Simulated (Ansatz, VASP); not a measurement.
Ta: VASP beside Ansatz

INCAR

```
SYSTEM = Ta
  PREC = Accurate
  ENCUT = 600
  EDIFF = 1E-7
  ISMEAR = -1
  SIGMA = 0.1
  LREAL = .False.
  LASPH = .True.
  NELM = 60
  ALGO = Normal
  ISIF = 3
  LWAVE = .False.
  LCHARG = .False.
  GGA = RP
  IBRION = 2
  NSW = 80
  EDIFFG = -0.01
```

Contents of KPOINTS:

```
regular mesh
0
Gamma
  12 12 7
  0 0 0
```

POSCAR

```
Ta
1.0
    2.9451288715      0.0000000000      0.0000000000
   -1.4725644358      2.5505564202      0.0000000000
    0.0000000000      0.0000000000      4.8093954472
Ta
2
Direct
    0.3333333333      0.6666666667      0.2500000000
    0.6666666667      0.3333333333      0.7500000000
```

Input for Ansatz:

```yaml
crystal:
  lattice:
    - [2.9451288715, 0.0, 0.0]
    - [-1.4725644358, 2.5505564202, 0.0]
    - [0.0, 0.0, 4.8093954472]
  atoms:
    - { symbol: Ta, position: [0.3333333333, 0.6666666667, 0.25] }
    - { symbol: Ta, position: [0.6666666667, 0.3333333333, 0.75] }
hamiltonian:
  xc: rpbe
  pseudopotentials:
    kind: paw
    azcp:
      Ta: "pseudopotentials/Ta.paw.azcp"
basis:
  ecutwfc: 420
  fft_grid_basis: typed
kpoints:
  mp_grid: { grid: [12, 12, 7], shift: [0, 0, 0] }
magnetization:
  spin_polarized: false
scf:
  occupations: { method: fermi_dirac, width: 0.1 }
relax:
  max_steps: 60
  f_tol: 0.01
  cell: {}
output:
  write_density: true
  write_potential: true
  elf: true
  volumetric_format: npy
```

The cell was built by a generator and needn't be a form met in nature.

Alike in both runs: task relaxation of cell and atoms; functional RPBE; k mesh 12 × 12 × 7; occupations fermi-dirac, width 0.1 eV; no spin polarisation.

|  | VASP | Ansatz |
| --- | --- | --- |
| version | VASP 6.6.1 | Ansatz 0.2.0 |
| potentials or method | VASP PAW PBE potentials, release 64 (Ta_pv) | plane waves (420 eV) with PAW, scalar-relativistic |
| plane-wave cutoff (eV) | 600 | 420 |
| valence electrons in the cell | 22 | 26 |

```csv
,VASP,Ansatz,Ansatz less VASP
relaxed volume (Å³/atom),19.08,19.07,-0.004
relaxed cell length with the largest relative difference (Å),2.918,2.917,-0.0003
energy change over the relaxation (meV/atom),-76,-76,+0.4
```

The two sets of potentials don't hold the same shells in valence.

Caveats: the PAW data sets were made with another functional, which shifts forces and pressure a little (VASP). Spin-orbit coupling is left out, which matters for the levels of Ta.
